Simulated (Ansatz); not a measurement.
CdSiP2 (I-42d) from a database of computed structures at its r2SCAN geometry, run in the PAW code Ansatz at 4 levels of theory. (Simulation; no magnetic order is allowed.)

The PBE+SOC input:
```yaml
crystal:
  lattice:
    - [-2.8468551603, 2.8468551603, 5.2420618463]
    - [2.8468551603, -2.8468551603, 5.2420618463]
    - [2.8468551603, 2.8468551603, -5.2420618463]
  atoms:
    - { symbol: Cd, position: [0.75, 0.25, 0.5] }
    - { symbol: Cd, position: [0.0, 0.0, 0.0] }
    - { symbol: Si, position: [0.5, 0.5, 0.0] }
    - { symbol: Si, position: [0.25, 0.75, 0.5] }
    - { symbol: P, position: [0.875, 0.8288409898, 0.4538409898] }
    - { symbol: P, position: [0.1711590102, 0.625, 0.0461590102] }
    - { symbol: P, position: [0.375, 0.4211590102, 0.5461590102] }
    - { symbol: P, position: [0.5788409898, 0.125, 0.9538409898] }
kpoints:
  mp_grid: { grid: [6, 6, 6] }
  band_path:
    path:
      - [0.0, 0.0, 0.0]
      - [0.0, 0.0, 0.5]
      - [0.25, 0.25, 0.25]
      - [0.0, 0.5, 0.0]
      - [0.5, 0.5, -0.5]
      - [0.3237337754, 0.6762662246, -0.3237337754]
      - [-0.3237337754, 0.3237337754, 0.3237337754]
      - [-0.1474675508, 0.1474675508, 0.5]
      - [0.5, 0.5, -0.1474675508]
    npoints: 1
hamiltonian:
  xc: pbe
scf:
  occupations: { method: fixed }
  n_extra_bands: 12
magnetization:
  noncollinear: true
  spin_orbit: true
output:
  forces: true
  stress: true
  eigenvalues: true
```

Main results, then, where recorded, the levels near the gap in eV from the Fermi energy (columns number the bands from 0), one row a point of the path (Γ, X, P, N, M, S, S₀, R, G):
```
Crystal: 8 atoms, lattice volume = 169.939 Å³
Symmetry: 8 space group operations + 8 with time reversal
Magnetic group: BNS 122.334 (UNI 994)
```
```
Basis set: ecut = 420 eV, 3297 PW (Γ)
Bands: 80, of which v1, the nominal top of the filled ones, is band 68 counted from 1 (67 counted from 0)
k-points: 30 of 216 (time reversal used)
Free energy (F): -20810.432944 eV
Fermi energy:    7.541321 eV
--- Forces (eV/Å), atoms counted from 1 ---
  atom   1  Cd      0.00000      0.00000      0.00000
  atom   2  Cd      0.00000      0.00000      0.00000
  atom   3  Si      0.00000      0.00000      0.00000
  atom   4  Si      0.00000      0.00000      0.00000
  atom   5  P       0.07280      0.00000      0.00000
  atom   6  P       0.00000    -0.07280      0.00000
  atom   7  P     -0.07280      0.00000      0.00000
  atom   8  P       0.00000      0.07280      0.00000
--- Stress (GPa, compression-positive) ---
        1.500440       0.000000       0.000000
        0.000000       1.500440       0.000000
        0.000000       0.000000       1.597725
  P = ⅓ Tr σ = 1.5329 GPa (15.329 kbar)
```
```tsv
band_62	band_63	band_64	band_65	band_66	band_67	band_68	band_69	band_70	band_71	band_72	band_73
-0.300	-0.300	-0.246	-0.246	0.000	0.000	1.367	1.367	1.932	1.932	1.977	1.977
-0.888	-0.888	-0.442	-0.442	-0.436	-0.436	1.877	1.877	1.882	1.882	2.965	2.965
-0.885	-0.883	-0.786	-0.774	-0.737	-0.737	2.505	2.505	2.509	2.509	2.598	2.602
-1.565	-1.565	-0.877	-0.877	-0.512	-0.512	2.460	2.460	2.789	2.789	2.954	2.954
-1.827	-1.827	-0.738	-0.738	-0.738	-0.738	1.965	1.965	1.965	1.965	2.020	2.020
-1.708	-1.693	-0.835	-0.823	-0.214	-0.179	1.765	1.765	2.685	2.699	2.936	2.945
-1.708	-1.693	-0.835	-0.823	-0.214	-0.179	1.765	1.765	2.685	2.699	2.936	2.945
-0.992	-0.992	-0.681	-0.681	-0.649	-0.649	2.132	2.132	2.143	2.143	3.282	3.282
-0.992	-0.992	-0.681	-0.681	-0.649	-0.649	2.132	2.132	2.143	2.143	3.282	3.282
```

The PBE+SOC gap is direct at Γ: 1.37 eV.

r2SCAN. Against the first input these blocks differ (the band path and keys that only write files left aside):
```yaml
hamiltonian:
  xc: r2scan
scf:
  occupations: { method: fixed }
  n_extra_bands: 6
```
(magnetization left out)

```
Basis set: ecut = 500 eV, 4259 PW (Γ)
Bands: 40, of which v1, the nominal top of the filled ones, is band 34 counted from 1 (33 counted from 0)
k-points: 30 of 216 (time reversal used)
Free energy (F): -20853.473798 eV
Fermi energy:    7.386785 eV
--- Forces (eV/Å), atoms counted from 1 ---
  atom   1  Cd      0.00000      0.00000      0.00000
  atom   2  Cd      0.00000      0.00000      0.00000
  atom   3  Si      0.00000      0.00000      0.00000
  atom   4  Si      0.00000      0.00000      0.00000
  atom   5  P     -0.00058      0.00000      0.00000
  atom   6  P       0.00000      0.00058      0.00000
  atom   7  P       0.00058      0.00000      0.00000
  atom   8  P       0.00000    -0.00058      0.00000
--- Stress (GPa, compression-positive) ---
        0.006153       0.000000       0.000000
        0.000000       0.006153       0.000000
        0.000000       0.000000      -0.011586
  P = ⅓ Tr σ = 0.0002 GPa (0.002 kbar)
```
```tsv
band_31	band_32	band_33	band_34	band_35	band_36
-0.273	-0.273	0.000	1.606	2.262	2.453
-0.919	-0.455	-0.455	2.241	2.241	3.314
-0.940	-0.771	-0.771	2.832	2.832	2.977
-1.615	-0.888	-0.517	2.757	3.130	3.247
-1.870	-0.766	-0.766	2.238	2.238	2.293
-1.748	-0.845	-0.201	2.024	3.002	3.285
-1.748	-0.845	-0.201	2.024	3.002	3.285
-1.028	-0.669	-0.669	2.478	2.478	3.632
-1.028	-0.669	-0.669	2.478	2.478	3.632
```

With r2SCAN the gap is 1.61 eV and direct, at Γ. The mean stress is close to zero (0.00 GPa).

**Question.** Another run on the same cell gave
```
Basis set: ecut = 420 eV, 3297 PW (Γ)
Bands: 40, of which v1, the nominal top of the filled ones, is band 34 counted from 1 (33 counted from 0)
k-points: 13 of 64 (time reversal used)
hybrid outer 1: dexx = +2.679e-2 eV, tail = 5.97e-5 eV
hybrid outer 2: dexx = +1.185e-6 eV, tail = 4.27e-8 eV, Δε = 2.71e-3 eV, ΔF = 2.53e-3 eV/Å
Free energy (F): -20815.531533 eV
Fermi energy:    7.094700 eV
--- Forces (eV/Å), atoms counted from 1 ---
  atom   1  Cd      0.00000      0.00000      0.00000
  atom   2  Cd      0.00000      0.00000      0.00000
  atom   3  Si      0.00000      0.00000      0.00000
  atom   4  Si      0.00000      0.00000      0.00000
  atom   5  P     -0.03201      0.00000      0.00000
  atom   6  P       0.00000      0.03201      0.00000
  atom   7  P       0.03201      0.00000      0.00000
  atom   8  P       0.00000    -0.03201      0.00000
--- Stress (GPa, compression-positive) ---
       -0.029289       0.000000       0.000000
        0.000000      -0.029289       0.000000
        0.000000       0.000000      -0.010950
  P = ⅓ Tr σ = -0.0232 GPa (-0.232 kbar)
```
```tsv
band_31	band_32	band_33	band_34	band_35	band_36
-0.276	-0.276	0.000	2.009	2.762	2.853
-0.968	-0.479	-0.479	2.695	2.695	3.854
-0.979	-0.815	-0.815	3.311	3.311	3.485
-1.676	-0.926	-0.533	3.263	3.658	3.807
-2.000	-0.809	-0.809	2.648	2.648	2.744
-1.827	-0.874	-0.216	2.473	3.514	3.816
-1.827	-0.874	-0.216	2.473	3.514	3.816
-1.078	-0.694	-0.694	2.945	2.945	4.178
-1.078	-0.694	-0.694	2.945	2.945	4.178
```
Which level of theory and mesh gave it?

**Answer.** It is HSE06, judged by the exchange loop and the size of the gap (a near hybrid could fit too), on 4×4×4; the blocks that differ from the first input, but for the band path:
```yaml
kpoints:
  mp_grid: { grid: [4, 4, 4] }
hamiltonian:
  xc: hse06
scf:
  occupations: { method: fixed }
  n_extra_bands: 6
```
(magnetization left out)
HSE06 gives a direct gap of 2.01 eV at Γ. The mean stress, 0.0 GPa, is small, and the program warns that its thresholds are loose for a hybrid's stress.

PBE0. Against the first input these blocks differ (the band path and keys that only write files left aside):
```yaml
kpoints:
  mp_grid: { grid: [4, 4, 4] }
hamiltonian:
  xc: pbe0
scf:
  occupations: { method: fixed }
  n_extra_bands: 6
```
(magnetization left out)

```
Basis set: ecut = 420 eV, 3297 PW (Γ)
Bands: 40, of which v1, the nominal top of the filled ones, is band 34 counted from 1 (33 counted from 0)
k-points: 13 of 64 (time reversal used)
Exchange kernel: α = 0.2500, full range, Wigner–Seitz truncation, v(0) = 16988.3077 eV·Å³, q-mesh 4×4×4
hybrid outer 1: dexx = +4.280e-2 eV, tail = 8.30e-5 eV
hybrid outer 2: dexx = +5.469e-6 eV, tail = 6.27e-8 eV, Δε = 2.25e-3 eV, ΔF = 5.22e-4 eV/Å
Free energy (F): -20815.289925 eV
Fermi energy:    6.754043 eV
--- Forces (eV/Å), atoms counted from 1 ---
  atom   1  Cd      0.00000      0.00000      0.00000
  atom   2  Cd      0.00000      0.00000      0.00000
  atom   3  Si      0.00000      0.00000      0.00000
  atom   4  Si      0.00000      0.00000      0.00000
  atom   5  P     -0.03165      0.00000      0.00000
  atom   6  P       0.00000      0.03165      0.00000
  atom   7  P       0.03165      0.00000      0.00000
  atom   8  P       0.00000    -0.03165      0.00000
--- Stress (GPa, compression-positive) ---
       -0.209819       0.000000       0.000000
        0.000000      -0.209819       0.000000
        0.000000       0.000000      -0.177517
  P = ⅓ Tr σ = -0.1991 GPa (-1.991 kbar)
```
```tsv
band_31	band_32	band_33	band_34	band_35	band_36
-0.280	-0.280	0.000	2.669	3.434	3.503
-0.985	-0.494	-0.494	3.358	3.358	4.536
-1.000	-0.833	-0.833	3.987	3.987	4.159
-1.715	-0.947	-0.556	3.946	4.342	4.498
-2.044	-0.825	-0.825	3.313	3.313	3.416
-1.872	-0.895	-0.219	3.135	4.197	4.505
-1.872	-0.895	-0.219	3.135	4.197	4.505
-1.094	-0.709	-0.709	3.606	3.606	4.869
-1.094	-0.709	-0.709	3.606	3.606	4.869
```

With PBE0 the gap is 2.67 eV and direct, at Γ. The mean stress, -0.2 GPa, is small, and the program warns that its thresholds are loose for a hybrid's stress.

Small level splittings and stresses of the hybrids carry the error of their coarser meshes.

Totals of different functionals, or with and without spin-orbit coupling, can't be compared.

Only the levels marked +SOC include spin-orbit coupling.

The meshes of the hybrids are coarse, so their gaps aren't converged to the digits shown.
